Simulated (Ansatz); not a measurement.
# TaN: the cost of one run

Method: DFT PBE, scalar-relativistic, plane waves, PAW, in Ansatz 0.2.0.

## Step 1: The structure to begin with

The structure is hexagonal, space group P-6m2 (No. 187). Conventional cell: a = 2.938 Å, b = 2.938 Å, c = 2.883 Å, α = 90.00°, β = 90.00°, γ = 120.00°. Ta (site symmetry -6m2) is surrounded by 6 N at 2.23 Å. N (site symmetry -6m2) is surrounded by 6 Ta at 2.23 Å.

As a file:

```cif
data_structure
_symmetry_space_group_name_H-M 'P-6m2'
_symmetry_Int_Tables_number 187
_cell_length_a 2.9380
_cell_length_b 2.9380
_cell_length_c 2.8830
_cell_angle_alpha 90.000
_cell_angle_beta 90.000
_cell_angle_gamma 120.000
_cell_volume 21.55
loop_
_atom_site_label
_atom_site_type_symbol
_atom_site_symmetry_multiplicity
_atom_site_Wyckoff_symbol
_atom_site_fract_x
_atom_site_fract_y
_atom_site_fract_z
_atom_site_occupancy
Ta1 Ta 1 b 0.00000 0.00000 0.50000 1
N1 N 1 e 0.66667 0.33333 0.00000 1
```

The runs take a perfect supercell of 54 atoms; the defect goes to fractional position (0.000, 0.000, 0.000).

## Step 2: The perfect supercell

The input, input.yaml:

```yaml
crystal:
  lattice:
    - [8.814, 0.0, 0.0]
    - [-4.407, 7.633148, 0.0]
    - [0.0, 0.0, 8.649]
  atoms:
    - { symbol: Ta, position: [0.111111, 0.222222, 0.166667] }
    - { symbol: Ta, position: [0.111111, 0.222222, 0.5] }
    - { symbol: Ta, position: [0.111111, 0.222222, 0.833333] }
    - { symbol: Ta, position: [0.111111, 0.555556, 0.166667] }
    - { symbol: Ta, position: [0.111111, 0.555556, 0.5] }
    - { symbol: Ta, position: [0.111111, 0.555556, 0.833333] }
    - { symbol: Ta, position: [0.111111, 0.888889, 0.166667] }
    - { symbol: Ta, position: [0.111111, 0.888889, 0.5] }
    - { symbol: Ta, position: [0.111111, 0.888889, 0.833333] }
    - { symbol: Ta, position: [0.444444, 0.222222, 0.166667] }
    - { symbol: Ta, position: [0.444444, 0.222222, 0.5] }
    - { symbol: Ta, position: [0.444444, 0.222222, 0.833333] }
    - { symbol: Ta, position: [0.444444, 0.555556, 0.166667] }
    - { symbol: Ta, position: [0.444444, 0.555556, 0.5] }
    - { symbol: Ta, position: [0.444444, 0.555556, 0.833333] }
    - { symbol: Ta, position: [0.444444, 0.888889, 0.166667] }
    - { symbol: Ta, position: [0.444444, 0.888889, 0.5] }
    - { symbol: Ta, position: [0.444444, 0.888889, 0.833333] }
    - { symbol: Ta, position: [0.777778, 0.222222, 0.166667] }
    - { symbol: Ta, position: [0.777778, 0.222222, 0.5] }
    - { symbol: Ta, position: [0.777778, 0.222222, 0.833333] }
    - { symbol: Ta, position: [0.777778, 0.555556, 0.166667] }
    - { symbol: Ta, position: [0.777778, 0.555556, 0.5] }
    - { symbol: Ta, position: [0.777778, 0.555556, 0.833333] }
    - { symbol: Ta, position: [0.777778, 0.888889, 0.166667] }
    - { symbol: Ta, position: [0.777778, 0.888889, 0.5] }
    - { symbol: Ta, position: [0.777778, 0.888889, 0.833333] }
    - { symbol: "N", position: [0.0, 0.0, 0.0] }
    - { symbol: "N", position: [0.0, 0.0, 0.333333] }
    - { symbol: "N", position: [0.0, 0.0, 0.666667] }
    - { symbol: "N", position: [0.0, 0.333333, 0.0] }
    - { symbol: "N", position: [0.0, 0.333333, 0.333333] }
    - { symbol: "N", position: [0.0, 0.333333, 0.666667] }
    - { symbol: "N", position: [0.0, 0.666667, 0.0] }
    - { symbol: "N", position: [0.0, 0.666667, 0.333333] }
    - { symbol: "N", position: [0.0, 0.666667, 0.666667] }
    - { symbol: "N", position: [0.333333, 0.0, 0.0] }
    - { symbol: "N", position: [0.333333, 0.0, 0.333333] }
    - { symbol: "N", position: [0.333333, 0.0, 0.666667] }
    - { symbol: "N", position: [0.333333, 0.333333, 0.0] }
    - { symbol: "N", position: [0.333333, 0.333333, 0.333333] }
    - { symbol: "N", position: [0.333333, 0.333333, 0.666667] }
    - { symbol: "N", position: [0.333333, 0.666667, 0.0] }
    - { symbol: "N", position: [0.333333, 0.666667, 0.333333] }
    - { symbol: "N", position: [0.333333, 0.666667, 0.666667] }
    - { symbol: "N", position: [0.666667, 0.0, 0.0] }
    - { symbol: "N", position: [0.666667, 0.0, 0.333333] }
    - { symbol: "N", position: [0.666667, 0.0, 0.666667] }
    - { symbol: "N", position: [0.666667, 0.333333, 0.0] }
    - { symbol: "N", position: [0.666667, 0.333333, 0.333333] }
    - { symbol: "N", position: [0.666667, 0.333333, 0.666667] }
    - { symbol: "N", position: [0.666667, 0.666667, 0.0] }
    - { symbol: "N", position: [0.666667, 0.666667, 0.333333] }
    - { symbol: "N", position: [0.666667, 0.666667, 0.666667] }
basis:
  ecutwfc: 420
  fft_grid_basis: typed
kpoints:
  mp_grid: { grid: [3, 3, 2] }
hamiltonian:
  xc: pbe
  pseudopotentials: { kind: paw }
scf:
  occupations: { method: gaussian, width: 0.05 }
output:
  forces: true
  stress: false
  eigenvalues: true
  bader: false
  write_density: true
  volumetric_format: npy
```

Launch:

```bash
$ ansatz run input.yaml --threads 8 --pin off --max-ram 16384MiB --backend cpu --events-out ev --progress --plain --runs-dir out
```

**Question.** How long does this run take on 8 threads of AMD EPYC 7R43 (Zen 3), shared host, and how much memory does it need?

About 32 s, with a peak of 4.3 GiB.
